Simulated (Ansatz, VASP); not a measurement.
## Al2O3 in VASP and in Ansatz

Contents of POSCAR:

```
Al2O3
1.0
    3.0174825440      0.0000000000      0.0000000000
   -1.5087412720      2.6132165386      0.0000000000
    0.0000000000      0.0000000000      7.5746360022
Al O
2 3
Direct
    0.0000000000      0.0000000000      0.2779510000
    0.0000000000      0.0000000000      0.7220490000
    0.3333333333      0.6666666667      0.1994540000
    0.6666666667      0.3333333333      0.8005460000
    0.0000000000      0.0000000000      0.5000000000
```

INCAR.step1

```
SYSTEM = Al2O3
PREC     = Accurate       ! precision mode
ENCUT    = 520            ! plane-wave cutoff, eV
ISMEAR   = 0              ! smearing method
SIGMA    = 0.05           ! smearing width, eV
LREAL    = .FALSE.        ! projectors in reciprocal space
LASPH    = .TRUE.         ! aspherical terms in the spheres
NELM     = 80             ! most SCF steps
NBANDS   = 20             ! bands
GGA      = PE             ! functional
ALGO     = Normal         ! electronic algorithm
EDIFF    = 1E-4           ! SCF threshold, eV
LWAVE    = .TRUE.         ! write WAVECAR
LCHARG   = .FALSE.        ! write CHGCAR
```

File INCAR.step2:

```
SYSTEM = Al2O3
PREC     = Accurate       ! precision mode
ENCUT    = 520            ! plane-wave cutoff, eV
EDIFF    = 1E-6           ! SCF threshold, eV
ISMEAR   = 0              ! smearing method
SIGMA    = 0.05           ! smearing width, eV
LREAL    = .FALSE.        ! projectors in reciprocal space
LASPH    = .TRUE.         ! aspherical terms in the spheres
NELM     = 80             ! most SCF steps
ALGO     = Normal         ! electronic algorithm
ISIF     = 2              ! what is computed and relaxed
LWAVE    = .FALSE.        ! write WAVECAR
LCHARG   = .TRUE.         ! write CHGCAR
METAGGA  = R2SCAN         ! meta-GGA
LMIXTAU  = .TRUE.       
LELF     = .TRUE.         ! ELF
LVHAR    = .TRUE.       
NBANDS   = 20             ! bands
ISTART   = 1
```

Contents of KPOINTS:

```
regular mesh
0
G
  12 12 4
  0 0 0
```

Input for Ansatz:

```yaml
crystal:
  lattice:
    - [3.017482544, 0.0, 0.0]
    - [-1.508741272, 2.6132165386, 0.0]
    - [0.0, 0.0, 7.5746360022]
  atoms:
    - { symbol: Al, position: [0.0, 0.0, 0.277951] }
    - { symbol: Al, position: [0.0, 0.0, 0.722049] }
    - { symbol: O, position: [0.3333333333, 0.6666666667, 0.199454] }
    - { symbol: O, position: [0.6666666667, 0.3333333333, 0.800546] }
    - { symbol: O, position: [0.0, 0.0, 0.5] }
basis:
  ecutwfc: 500
kpoints:
  mp_grid: { grid: [12, 12, 4] }
hamiltonian:
  xc: r2scan
scf:
  occupations: { method: gaussian, width: 0.05 }
output:
  forces: true
  stress: true
  eigenvalues: true
```

Measurements of this composition are mostly on another form, of space group No. 167.

Alike in both runs: task single point; functional r2SCAN; k mesh 12 × 12 × 4; occupations gaussian, width 0.05 eV; no spin polarisation.

|  | VASP | Ansatz |
| --- | --- | --- |
| version | VASP 6.6.1 | Ansatz 0.2.0 |
| potentials or method | VASP PAW PBE potentials, release 64 (Al, O) | scalar-relativistic, plane waves, PAW |
| plane-wave cutoff (eV) | 520 | 500 |
| valence electrons in the cell | 24 | 24 |

VASP gave:

| Quantity | Value |
| --- | --- |
| gap on the k mesh at the Fermi level (eV) | 2.95 |
| least direct gap on the mesh (eV) | 2.95 |
| pressure (GPa) | -5.6 |
| largest component of the traceless stress (GPa) | 0.25 |
| rms of the force components (eV/Å) | 0.156 |

Task: Estimate Ansatz's values.

Result: gap on the k mesh at the Fermi level (eV): 2.96; least direct gap on the mesh (eV): 2.96; pressure (GPa): -5.5; largest component of the traceless stress (GPa): 0.59; rms of the force components (eV/Å): 0.156.

Atom by atom the forces differ by 0.026 eV/Å (rms over components). With one functional, cell and mesh, what is left measures potentials, basis and numerics.

Caveats: the PAW data sets were made with another functional, which shifts forces and pressure a little (VASP). A k mesh can miss the band edges. r2SCAN opens gaps a little over a GGA but as a rule still falls short of measured ones.
